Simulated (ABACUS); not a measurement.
# GaSb (F-43m) in ABACUS: a series of runs, part 2 of 2

ABACUS 3.10.1. The steps go on from the part before.

### Step 3. Relaxation of cell and atoms, TPSS

The input, INPUT:

```
INPUT_PARAMETERS
suffix              GaSb
calculation         cell-relax
basis_type          pw
pseudo_dir          ./
symmetry            1
dft_functional      MGGA_X_TPSS+MGGA_C_TPSS
ecutwfc             94
pseudo_rcut         10
nspin               1
nbands              18
ks_solver           dav
smearing_method     fd
smearing_sigma      0.00367493
scf_thr             1e-08
scf_nmax            100
mixing_type         broyden
mixing_beta         0.7
cal_force           1
cal_stress          1
mixing_tau          1
relax_nmax          60
force_thr_ev        0.01
relax_method        cg
out_stru            1
stress_thr          0.2
kpar                4
```

The input, STRU:

```
ATOMIC_SPECIES
Sb 121.7600 Sb_ONCV_PBE-1.2.upf
Ga 69.7230 Ga_ONCV_PBE-1.2.upf

LATTICE_CONSTANT
1.8897261246

LATTICE_VECTORS
0.0000000000 3.0590000000 3.0590000000
3.0590000000 0.0000000000 3.0590000000
3.0590000000 3.0590000000 0.0000000000

ATOMIC_POSITIONS
Direct

Sb
0.0
1
0.7500000000 0.7500000000 0.7500000000 1 1 1

Ga
0.0
1
0.0000000000 0.0000000000 0.0000000000 1 1 1
```

The input, KPT:

```
K_POINTS
0
Gamma
5 5 5 0 0 0
```

Potentials or basis: SG15 ONCV 1.2 PBE, plane waves.

The run is started by

```sh
$ OMP_NUM_THREADS=1 mpirun -np 4 abacus > log
```

running log:

```text
ABACUS v3.10.1

               Atomic-orbital Based Ab-initio Computation at UStc

 ------------------------------------------------------------------------------------

 READING GENERAL INFORMATION
                           global_out_dir = OUT.GaSb/
                           global_in_card = INPUT
                               pseudo_dir = ./
                              orbital_dir =
                                    DSIZE = 4
                                    GSIZE = 1

 READING UNITCELL INFORMATION
                                    ntype = 2
                  lattice constant (Bohr) = 1.88973
              lattice constant (Angstrom) = 1

 READING ATOM TYPE 1
                               atom label = Sb
                      L=0, number of zeta = 1
                      L=1, number of zeta = 1
                      L=2, number of zeta = 1
             number of atom for this type = 1

 READING ATOM TYPE 2
                               atom label = Ga
                      L=0, number of zeta = 1
                      L=1, number of zeta = 1
                      L=2, number of zeta = 1
             number of atom for this type = 1

                        TOTAL ATOM NUMBER = 2
DIRECT COORDINATES
    atom                   x                   y                   z     mag                  vx                  vy                  vz
taud_Sb1            0.7500000000        0.7500000000        0.7500000000  0.0000        0.0000000000        0.0000000000        0.0000000000
taud_Ga1            0.0000000000        0.0000000000        0.0000000000  0.0000        0.0000000000        0.0000000000        0.0000000000

                          Volume (Bohr^3) = 386.336
                             Volume (A^3) = 57.249

 Lattice vectors: (Cartesian coordinate: in unit of a_0)
                   +0              +3.059              +3.059
               +3.059                  +0              +3.059
               +3.059              +3.059                  +0
 Reciprocal vectors: (Cartesian coordinate: in unit of 2 pi/a_0)
            -0.163452           +0.163452           +0.163452
            +0.163452           -0.163452           +0.163452
[... 402 lines left out ...]
 E_one_elec     -140.5527656115      -1912.3184819750
 E_Hartree      84.0477054204        1143.5276975432
 E_xc           -33.4390965560       -454.9622491336
 E_Ewald        -181.9389038643      -2475.4057804281
 E_entropy(-TS) -0.0001326815        -0.0018052247
 E_descf        0.0000000000         0.0000000000
[... 4 lines left out ...]
 charge density convergence is achieved
 final etot is -3699.16061921822 eV
 EFERMI = 9.02223733205 eV

 STATE ENERGY(eV) AND OCCUPATIONS    NSPIN == 1
[... levels at 3 further k points ...]

------------------------------------------------------------------------------------------
 TOTAL-FORCE (eV/Angstrom)
------------------------------------------------------------------------------------------
                       Sb1         0.0000000000         0.0000000000         0.0000000000
                       Ga1         0.0000000000         0.0000000000         0.0000000000
------------------------------------------------------------------------------------------
[... 13 lines left out ...]
 Largest gradient in stress is 0.696157 kbar.
 Threshold is 0.200000 kbar.

 Relaxation is not converged yet!
DIRECT COORDINATES
    atom                   x                   y                   z     mag                  vx                  vy                  vz
taud_Sb1            0.7500000000        0.7500000000        0.7500000000  0.0000        0.0000000000        0.0000000000        0.0000000000
taud_Ga1            0.0000000000        0.0000000000        0.0000000000  0.0000        0.0000000000        0.0000000000        0.0000000000

                          Volume (Bohr^3) = 394.380309
                             Volume (A^3) = 58.441062
[... 10 lines left out ...]
 -------------------------------------------
 STEP OF RELAXATION : 3
 -------------------------------------------

[... set-up of the moved cell ...]

 PW ALGORITHM --------------- ION=   3  ELEC=   1--------------------------------
 Notice: Threshold on eigenvalues was too large.
 hsover_error=0.280000 > DRHO=0.000006
 Origin diag ethr = 0.010000
 New diag ethr = 0.000000

 Density error is 0.000004793073
                          Error Threshold = 0.000000021104
----------------------------------------------------------
     Energy           Rydberg                 eV
----------------------------------------------------------
 E_KohnSham     -271.8831860302      -3699.1605204050
 E_Harris       -271.8735362154      -3699.0292279386
 E_Fermi        0.6647950194         9.0450002654
----------------------------------------------------------

[... 2 further cycles ...]
 PW ALGORITHM --------------- ION=   3  ELEC=   4--------------------------------

 Density error is 0.000000004263
                          Error Threshold = 0.000000000227
----------------------------------------------------------
     Energy           Rydberg                 eV
----------------------------------------------------------
 E_KohnSham     -271.8831948031      -3699.1606397661
 E_KS(sigma->0) -271.8831283359      -3699.1597354337
 E_Harris       -271.8831039675      -3699.1594038851
 E_band         -16.2781377459       -221.4754261727
 E_one_elec     -140.3828344191      -1910.0064494900
 E_Hartree      83.9853164406        1142.6788519248
 E_xc           -33.4407353633       -454.9845462510
 E_Ewald        -182.0448085269      -2476.8466872851
 E_entropy(-TS) -0.0001329344        -0.0018086648
 E_descf        0.0000000000         0.0000000000
[... 88 lines left out ...]
 Largest gradient in stress is 0.016474 kbar.
 Threshold is 0.200000 kbar.

 Relaxation is converged!

 --------------------------------------------
 !FINAL_ETOT_IS -3699.1606397661416850 eV
 --------------------------------------------
```

stdout:

```text
ABACUS v3.10.1

               Atomic-orbital Based Ab-initio Computation at UStc

64

 dft_functional readin is: MGGA_X_TPSS+MGGA_C_TPSS
 dft_functional in pseudopot file is: PBE
 Please make sure this is what you need
 dft_functional readin is: MGGA_X_TPSS+MGGA_C_TPSS
[... 81 lines left out ...]
 TOTAL-STRESS (KBAR)
----------------------------------------------------------------
         0.0164741204        -0.0000000000         0.0000000000
         0.0000000000         0.0164741204        -0.0000000000
         0.0000000000         0.0000000000         0.0164741204
----------------------------------------------------------------
 TOTAL-PRESSURE: 0.016474 KBAR

 ETOT DIFF (eV)       : -0.000021
 LARGEST GRAD (eV/A)  : 0.000000
```

It took 60 s on 4 MPI ranks of Intel Xeon Platinum 8375C at 2.90GHz (Ice Lake), shared host; peak memory 0.56 GiB.

Results:

```yaml
Free_energy: -3699.1606 eV
Relaxed_volume: 29.22 Å³/atom
Relaxed_cell: a = 4.356 Å, b = 4.356 Å, c = 4.356 Å, α = 60.00°, β = 60.00°, γ = 60.00°
Space_group_after_relaxing_to_0.05_Å: F-43m (No. 216)
Energy_gained_by_relaxing: 1.5 meV/atom
Ionic_steps: 3
Pressure_after_relaxing: 0.0 GPa
Band_gap_on_the_k_mesh: none (metal or under the smearing width)
```

Step by step:
| step | energy change (eV) | largest force (eV/Å) | pressure (GPa) | volume (Å³) |
| --- | --- | --- | --- | --- |
| 1 | 0.0000 | 0.0000 | 0.84 | 57.25 |
| 2 | -0.0031 | 0.0000 | -0.07 | 58.54 |
| 3 | -0.0031 | 0.0000 | 0.00 | 58.44 |

Final structure:
```cif
data_structure
_symmetry_space_group_name_H-M 'P 1'
_symmetry_Int_Tables_number 1
_cell_length_a 4.3559
_cell_length_b 4.3559
_cell_length_c 4.3559
_cell_angle_alpha 60.000
_cell_angle_beta 60.000
_cell_angle_gamma 60.000
_cell_volume 58.44
loop_
_atom_site_label
_atom_site_type_symbol
_atom_site_fract_x
_atom_site_fract_y
_atom_site_fract_z
_atom_site_occupancy
Sb1 Sb 0.75000 0.75000 0.75000 1
Ga1 Ga 0.00000 0.00000 0.00000 1
```

Caveat: the potentials were made for another functional, which shifts forces and pressure; this crystal is a semiconductor, whose small gap the functional closes, so the metal is an error of the method. Zero-point motion and thermal expansion aren't in these numbers.

### Step 4. Single point, PBE, spin-orbit coupling, no magnetisation

The input, run_abacus.py:

```python
"""ABACUS run from a structure file: ASE reads it, the script writes STRU, KPT and INPUT."""
import re
import subprocess
from ase.io import read
from ase.units import Bohr

atoms = read("GaSb.cif")
atoms = atoms[(-atoms.numbers).argsort(kind="stable")]  # ABACUS lists atoms element by element
pseudo = {'Sb': 'Sb.upf', 'Ga': 'Ga.upf'}
orbital = {'Sb': 'Sb_confined-atom_8au_3s3p2d.orb', 'Ga': 'Ga_confined-atom_8au_3s3p2d.orb'}
magmoms = None
kmesh = [5, 5, 5]
params = {
    'suffix': 'GaSb',
    'calculation': 'scf',
    'basis_type': 'lcao',
    'pseudo_dir': './',
    'orbital_dir': './',
    'symmetry': 0,
    'dft_functional': 'pbe',
    'ecutwfc': 114,
    'pseudo_rcut': 10,
    'nspin': 4,
    'nbands': 66,
    'ks_solver': 'genelpa',
    'smearing_method': 'fd',
    'smearing_sigma': 0.00367493,
    'scf_thr': 1e-07,
    'scf_nmax': 100,
    'mixing_type': 'broyden',
    'mixing_beta': 0.4,
    'cal_force': 1,
    'cal_stress': 1,
    'noncolin': 0,
    'lspinorb': 1,
    'out_mul': 1,
    'out_chg': 1,
    'out_pot': 2,
    'out_elf': 0,
}

symbols = atoms.get_chemical_symbols()
elements = list(dict.fromkeys(symbols))
lines = ["ATOMIC_SPECIES"] + [f"{e} {atoms.get_masses()[symbols.index(e)]:.4f} {pseudo[e]}" for e in elements]
if orbital:
    lines += ["", "NUMERICAL_ORBITAL"] + [orbital[e] for e in elements]
lines += ["", "LATTICE_CONSTANT", f"{1 / Bohr:.10f}", "", "LATTICE_VECTORS"]
lines += [" ".join(f"{x:.10f}" for x in v) for v in atoms.cell]
lines += ["", "ATOMIC_POSITIONS", "Direct"]
for e in elements:
    lines += ["", e, "0.0", str(symbols.count(e))]
    for i, p in enumerate(atoms.get_scaled_positions(wrap=False)):
        if symbols[i] == e:
            mag = "" if magmoms is None else " mag " + " ".join(str(x) for x in (magmoms[i] if isinstance(magmoms[i], list) else [magmoms[i]]))
            lines.append(" ".join(f"{x:.10f}" for x in p) + " 1 1 1" + mag)
open("STRU", "w").write("\n".join(lines) + "\n")
open("KPT", "w").write("K_POINTS\n0\nGamma\n%d %d %d 0 0 0\n" % tuple(kmesh))
open("INPUT", "w").write("INPUT_PARAMETERS\n" + "".join(f"{k:<20s}{v}\n" for k, v in params.items()))

done = subprocess.run(['mpirun', '-np', '4', 'abacus'])
if done.returncode:
    raise SystemExit(done.returncode)
log = open("OUT.GaSb/running_scf.log").read()
print("final energy (eV):", re.findall(r"FINAL_ETOT_IS (\S+)", log))
```

The input, GaSb.cif:

```cif
data_GaSb
_cell_length_a 4.32607929
_cell_length_b 4.32607929
_cell_length_c 4.32607929
_cell_angle_alpha 60.00000000
_cell_angle_beta 60.00000000
_cell_angle_gamma 60.00000000
_space_group_name_H-M_alt 'P1'
_space_group_name_Hall 'P 1'
_space_group_IT_number 1
loop_
_space_group_symop_operation_xyz
'x,y,z'
loop_
_atom_site_label
_atom_site_type_symbol
_atom_site_symmetry_multiplicity
_atom_site_Wyckoff_symbol
_atom_site_fract_x
_atom_site_fract_y
_atom_site_fract_z
_atom_site_occupancy
Sb1 Sb 1 a 0.7500000000 0.7500000000 0.7500000000 1
Ga1 Ga 1 a 0.0000000000 0.0000000000 0.0000000000 1
```

Potentials or basis: PseudoDojo NC FR 0.4 PBE stringent, DZP LCAO (the cutoffs set its grid).

The run is started by

```sh
$ OMP_NUM_THREADS=1 python run_abacus.py > log
```

It took 34 s on 4 MPI ranks of Intel Xeon Platinum 8375C at 2.90GHz (Ice Lake), shared host; peak memory 0.84 GiB.

It converged, with:

```yaml
Free_energy: -13638.4078 eV
Pressure: 3.3 GPa
Band_gap_on_the_k_mesh: none (metal or under the smearing width)
Mulliken_charges: Sb +0.13; Ga -0.13 e
```

Caveat: the atomic orbitals were generated for these runs and aren't a published set; Mulliken charges move with the basis; the basis of atomic orbitals isn't converged, which shifts pressures, moduli and gaps.

### Step 5. Single point, revPBE

Edit run_abacus.py of step 4 so:

```diff
@@ -3,2 +3,4 @@
 import subprocess
+import spglib
+from ase import Atoms
 from ase.io import read
@@ -7,7 +9,9 @@
 atoms = read("GaSb.cif")
+cell, frac, numbers = spglib.standardize_cell((atoms.cell[:], atoms.get_scaled_positions(), atoms.numbers), to_primitive=True, symprec=1e-4)
+atoms = Atoms(numbers=numbers, cell=cell, scaled_positions=frac, pbc=True)  # the primitive cell
 atoms = atoms[(-atoms.numbers).argsort(kind="stable")]  # ABACUS lists atoms element by element
-pseudo = {'Sb': 'Sb.upf', 'Ga': 'Ga.upf'}
-orbital = {'Sb': 'Sb_confined-atom_8au_3s3p2d.orb', 'Ga': 'Ga_confined-atom_8au_3s3p2d.orb'}
+pseudo = {'Sb': '51_Sb_15_2.3_2.4_pbe_n_v1.0.upf', 'Ga': '31_Ga_13_1.9_2.4_pbe_n_v1.0.upf'}
+orbital = {}
 magmoms = None
-kmesh = [5, 5, 5]
+kmesh = [6, 6, 6]
 params = {
@@ -15,26 +19,21 @@
     'calculation': 'scf',
-    'basis_type': 'lcao',
+    'basis_type': 'pw',
     'pseudo_dir': './',
-    'orbital_dir': './',
-    'symmetry': 0,
-    'dft_functional': 'pbe',
-    'ecutwfc': 114,
+    'symmetry': 1,
+    'dft_functional': 'revpbe',
+    'ecutwfc': 81,
     'pseudo_rcut': 10,
-    'nspin': 4,
-    'nbands': 66,
-    'ks_solver': 'genelpa',
+    'nspin': 1,
+    'nbands': 24,
+    'ks_solver': 'dav',
     'smearing_method': 'fd',
     'smearing_sigma': 0.00367493,
-    'scf_thr': 1e-07,
+    'scf_thr': 1e-08,
     'scf_nmax': 100,
     'mixing_type': 'broyden',
-    'mixing_beta': 0.4,
+    'mixing_beta': 0.7,
     'cal_force': 1,
     'cal_stress': 1,
-    'noncolin': 0,
-    'lspinorb': 1,
-    'out_mul': 1,
     'out_chg': 1,
-    'out_pot': 2,
-    'out_elf': 0,
+    'kpar': 4,
 }
```

The input, GaSb.cif:

```cif
data_GaSb
_cell_length_a 6.11800000
_cell_length_b 6.11800000
_cell_length_c 6.11800000
_cell_angle_alpha 90.00000000
_cell_angle_beta 90.00000000
_cell_angle_gamma 90.00000000
_space_group_name_H-M_alt 'F-43m'
_space_group_name_Hall 'F -4 2 3'
_space_group_IT_number 216
loop_
_space_group_symop_operation_xyz
'x,y,z'
'y,-x,-z'
'-x,-y,z'
'-y,x,-z'
'x,-y,-z'
'y,x,z'
'-x,y,-z'
'-y,-x,z'
'z,x,y'
'-z,y,-x'
'z,-x,-y'
'-z,-y,x'
'-z,x,-y'
'z,y,x'
'-z,-x,y'
'z,-y,-x'
'y,z,x'
'-x,-z,y'
'-y,z,-x'
'x,-z,-y'
'-y,-z,x'
'x,z,y'
'y,-z,-x'
'-x,z,-y'
'x,y+1/2,z+1/2'
'y,-x+1/2,-z+1/2'
'-x,-y+1/2,z+1/2'
'-y,x+1/2,-z+1/2'
'x,-y+1/2,-z+1/2'
'y,x+1/2,z+1/2'
'-x,y+1/2,-z+1/2'
'-y,-x+1/2,z+1/2'
'z,x+1/2,y+1/2'
'-z,y+1/2,-x+1/2'
'z,-x+1/2,-y+1/2'
'-z,-y+1/2,x+1/2'
'-z,x+1/2,-y+1/2'
'z,y+1/2,x+1/2'
'-z,-x+1/2,y+1/2'
'z,-y+1/2,-x+1/2'
'y,z+1/2,x+1/2'
'-x,-z+1/2,y+1/2'
'-y,z+1/2,-x+1/2'
'x,-z+1/2,-y+1/2'
'-y,-z+1/2,x+1/2'
'x,z+1/2,y+1/2'
'y,-z+1/2,-x+1/2'
'-x,z+1/2,-y+1/2'
'x+1/2,y,z+1/2'
'y+1/2,-x,-z+1/2'
'-x+1/2,-y,z+1/2'
'-y+1/2,x,-z+1/2'
'x+1/2,-y,-z+1/2'
'y+1/2,x,z+1/2'
'-x+1/2,y,-z+1/2'
'-y+1/2,-x,z+1/2'
'z+1/2,x,y+1/2'
'-z+1/2,y,-x+1/2'
'z+1/2,-x,-y+1/2'
'-z+1/2,-y,x+1/2'
'-z+1/2,x,-y+1/2'
'z+1/2,y,x+1/2'
'-z+1/2,-x,y+1/2'
'z+1/2,-y,-x+1/2'
'y+1/2,z,x+1/2'
'-x+1/2,-z,y+1/2'
'-y+1/2,z,-x+1/2'
'x+1/2,-z,-y+1/2'
'-y+1/2,-z,x+1/2'
'x+1/2,z,y+1/2'
'y+1/2,-z,-x+1/2'
'-x+1/2,z,-y+1/2'
'x+1/2,y+1/2,z'
'y+1/2,-x+1/2,-z'
'-x+1/2,-y+1/2,z'
'-y+1/2,x+1/2,-z'
'x+1/2,-y+1/2,-z'
'y+1/2,x+1/2,z'
'-x+1/2,y+1/2,-z'
'-y+1/2,-x+1/2,z'
'z+1/2,x+1/2,y'
'-z+1/2,y+1/2,-x'
'z+1/2,-x+1/2,-y'
'-z+1/2,-y+1/2,x'
'-z+1/2,x+1/2,-y'
'z+1/2,y+1/2,x'
'-z+1/2,-x+1/2,y'
'z+1/2,-y+1/2,-x'
'y+1/2,z+1/2,x'
'-x+1/2,-z+1/2,y'
'-y+1/2,z+1/2,-x'
'x+1/2,-z+1/2,-y'
'-y+1/2,-z+1/2,x'
'x+1/2,z+1/2,y'
'y+1/2,-z+1/2,-x'
'-x+1/2,z+1/2,-y'
loop_
_atom_site_label
_atom_site_type_symbol
_atom_site_symmetry_multiplicity
_atom_site_Wyckoff_symbol
_atom_site_fract_x
_atom_site_fract_y
_atom_site_fract_z
_atom_site_occupancy
Sb1 Sb 4 c 0.2500000000 0.2500000000 0.2500000000 1
Ga1 Ga 4 a 0.0000000000 0.0000000000 0.0000000000 1
```

Potentials or basis: SPMS ONCV 1.0 PBE, plane waves.

The run is started by

```sh
$ OMP_NUM_THREADS=1 python run_abacus.py > log
```

It took 9.2 s on 4 MPI ranks of Intel Xeon Platinum 8488C (Sapphire Rapids), shared host; peak memory 0.48 GiB.

It converged, with:

* Free energy: -4355.4901 eV
* Pressure: 3.9 GPa
* Band gap on the k mesh: 0.13 eV, direct

Levels at points of the mesh, in eV from the valence-band top:
```
           k point  band 10  band 11  band 12  band 13  band 14  band 15  band 16  band 17  band 18  band 19
(0.00, 0.00, 0.00)   -15.06   -11.45     0.00     0.00     0.00     0.13     2.80     2.80     2.80     5.96
(0.50, 0.50, 0.50)   -15.06    -9.84    -6.33    -1.15    -1.15     0.47     3.78     3.78     6.59     9.48
(0.50, 0.50, 0.00)   -15.06    -9.02    -6.76    -2.57    -2.57     0.97     1.31     8.76     8.76    10.18
```

Caveat: the potentials were made for another functional, which shifts forces and pressure; spin-orbit coupling is left out, which moves the levels of the heavy elements.

### Step 6. The runs side by side

| task | level | potentials or basis | spin | cell | k mesh | cutoff (eV) | SCF threshold on the density | eigensolver | mixing share | symmetry key | max steps of the relaxation | gap on the mesh (eV) | pressure (GPa) |
| --- | --- | --- | --- | --- | --- | --- | --- | --- | --- | --- | --- | --- | --- |
| single point | TPSS | SG15 ONCV 1.2 PBE, plane waves | off | as given | 5 × 5 × 5 | 1279 | 1e-08 | dav | 0.7 | 1 | - | 0.14 | 0.8 |
| relaxation of cell and atoms | TPSS | SG15 ONCV 1.2 PBE, plane waves | off | relaxed | 5 × 5 × 5 | 1279 | 1e-08 | dav | 0.7 | 1 | 60 | none | 0.0 |
| single point | PBE | PseudoDojo NC FR 0.4 PBE stringent, DZP LCAO (the cutoffs set its grid) | SOC, no magnetisation | as given | 5 × 5 × 5 | 1551 | 1e-07 | genelpa | 0.4 | 0 | - | none | 3.3 |
| single point | revPBE | SPMS ONCV 1.0 PBE, plane waves | off | as given | 6 × 6 × 6 | 1102 | 1e-08 | dav | 0.7 | 1 | - | 0.13 | 3.9 |

Alike in all rows: smearing fermi-dirac 0.05 eV.

Caveats: the potentials were made for another functional, which shifts forces and pressure (some runs); spin-orbit coupling is left out, which moves the levels of the heavy elements (some runs); an odd mesh through Γ misses points on the zone boundary, where band edges often lie (some runs); this crystal is a semiconductor, whose small gap the functional closes, so the metal is an error of the method (some runs); the atomic orbitals were generated for these runs and aren't a published set (some runs); the basis of atomic orbitals isn't converged, which shifts pressures, moduli and gaps (some runs).

Absolute energies hang on the potentials; compare differences alone.

### Step 7. Comparison with measurements

Step 2. The gap isn't set beside the deposited one, since this odd mesh misses points on the zone boundary.

Step 4. The gap isn't set beside the deposited one, since this odd mesh misses points on the zone boundary.

Step 5. Measured gap of GaSb: 0.811 eV (direct; 4.2 K; a printed reference work, data compilation). This calculation gives 0.13 eV (-0.68 eV). Spin-orbit coupling on Ga, Sb is left out. The value is that of revPBE on a finite k mesh, which can miss the band edges, without temperature or zero-point motion. Semilocal functionals fall short of measured gaps as a rule.
